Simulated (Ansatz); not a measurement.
**CoPt, response to strain**

Base system: CoPt (space group P4/mmm, No. 123; ferromagnetic; relaxed with 0.1 eV smearing).

```
CELL_PARAMETERS angstrom
      2.69705     0.00000     0.00000
      0.00000     2.69705     0.00000
      0.00000     0.00000     3.72235
ATOMIC_POSITIONS crystal
  Co 0.50000 0.50000 0.50000
  Pt 0.00000 0.00000 0.00000
```

Cartesian axes are those of the cell as printed.

Strains are applied to the cell and any free atomic positions relax; under biaxial strain the out-of-plane vector relaxes too; under stress the whole cell relaxes.

All numbers come from DFT with PBE, PAW potentials and a 420 eV plane-wave cutoff in Ansatz (a quantum-chemistry and plane-wave program), spin-orbit coupling left out.

Notes on the quantities. pressure: mean of the normal stresses, compression positive; energy relative to the base: free energy F.

```csv
change,pressure,energy relative to the base,volume per atom
base,0.0 GPa,0 meV/atom,13.54 Å³
"biaxial strain −1.38 %, plane normal [001], relaxed out of plane",3.4 GPa,–,13.36 Å³
"biaxial strain +3.13 %, plane normal [001], relaxed out of plane",-5.4 GPa,–,13.90 Å³
isotropic strain +5.78 %,-23.8 GPa,+0.219 eV/atom,16.02 Å³
uniaxial strain ε_xx = −2.42 %,6.0 GPa,+11 meV/atom,13.21 Å³
uniaxial strain ε_yy = −2.94 %,7.4 GPa,+17 meV/atom,13.14 Å³
uniaxial strain ε_yy = +4.75 %,-8.7 GPa,+33 meV/atom,14.18 Å³
tensor shear ε_xy = +3.92 %,0.9 GPa,+17 meV/atom,13.52 Å³
tensor shear ε_xy = −2.11 %,0.3 GPa,+5.0 meV/atom,13.53 Å³
"uniaxial stress, 1 GPa compression along x",–,+0.1 meV/atom,13.52 Å³
```

The magnetic state is the one reached from the starting moments; the real material's order can differ, and small cells can't hold many antiferromagnetic ones. Stability under load was not tested beyond the relaxation.
